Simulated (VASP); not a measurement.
Runs of VASP 6.6.1 on SiC. The structure is hexagonal, space group P6_3mc (No. 186). Conventional cell: a = 3.001 Å, b = 3.001 Å, c = 14.722 Å, α = 90.00°, β = 90.00°, γ = 120.00°. Si (site symmetry 3m) is surrounded by 4 C at 1.84 Å. Around Si (site symmetry 3m) lie 4 C at 1.84 Å. Around Si (site symmetry 3m) lie 4 C at 1.84 Å. C (site symmetry 3m) has 4 Si at 1.84 Å as nearest neighbours. Around C (site symmetry 3m) lie 4 Si at 1.84 Å. C (site symmetry 3m) has 4 Si at 1.84 Å as nearest neighbours. The cell was built by a generator and needn't be a form met in nature.

```csv
cell,target pressure,gap on the mesh (eV),pressure (GPa),largest force (eV/Å)
relaxed to 40 GPa,40 GPa,1.87,40.0,0.01
relaxed to 20 GPa,20 GPa,1.89,20.0,0.01
relaxed to 60 GPa,60 GPa,(a),60.0,-
relaxed,-,1.91,0.0,-
```

Alike in all rows: task relaxation of cell and atoms; level PBEsol; potentials or basis VASP PAW PBE potentials, release 64 (Si, C); no spin polarisation; k mesh 8 × 8 × 2; cutoff (eV) 600; smearing fermi-dirac 0.05 eV.

Task: Fill in the values left out.

Result: (a) 1.86.

Caveats: the PAW data sets were made with another functional, which shifts forces and pressure a little; the cell is relaxed towards a set pressure, so the enthalpy falls and the energy may rise (some runs).

A k mesh can miss the band edges.
